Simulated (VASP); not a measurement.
## BP (strained zincblende): one r²SCAN single-point calculation in two programs

```yaml
crystal:
  lattice:
    - [0.00000, 2.31368, 2.31368]
    - [2.31368, 0.00000, 2.31368]
    - [2.31368, 2.31368, 0.00000]
  atoms:
    - { symbol: B, position: [0.00000, 0.00000, 0.00000] }
    - { symbol: P, position: [0.25000, 0.25000, 0.25000] }
```

Datasets and cutoffs are each program's own. VASP's cell holds 8 valence electrons and Ansatz's 8. Ansatz's stress includes a Pulay correction; VASP's doesn't.

Cutoffs: 520 eV in VASP, 500 eV in Ansatz. k meshes: 10×10×10 and 10×10×10.

|  | VASP | Ansatz |
| --- | --- | --- |
| gap between bands v and c | 1.52 eV | 1.49 eV |
| least direct gap | 3.56 eV | 3.52 eV |
| pressure | -9.5 GPa | -9.0 GPa |

Band v is the last that the valence electrons fill when counted band by band, and c is the next. Levels in eV from the top of v, Ansatz:

```csv
point,v−1,v,c,c+1
Γ,0.00,0.00,3.52,3.52
X,-4.14,-4.14,1.61,1.95
K,-6.13,-3.53,2.42,6.28
L,-1.79,-1.79,3.74,4.95
W,-5.60,-5.39,5.75,7.03
```

VASP:

| point | v−1 | v | c | c+1 |
| --- | --- | --- | --- | --- |
| Γ | 0.00 | 0.00 | 3.56 | 3.56 |
| X | -4.12 | -4.12 | 1.65 | 1.96 |
| K | -6.12 | -3.52 | 2.46 | 6.31 |
| L | -1.79 | -1.79 | 3.78 | 4.99 |
| W | -5.58 | -5.38 | 5.79 | 7.05 |
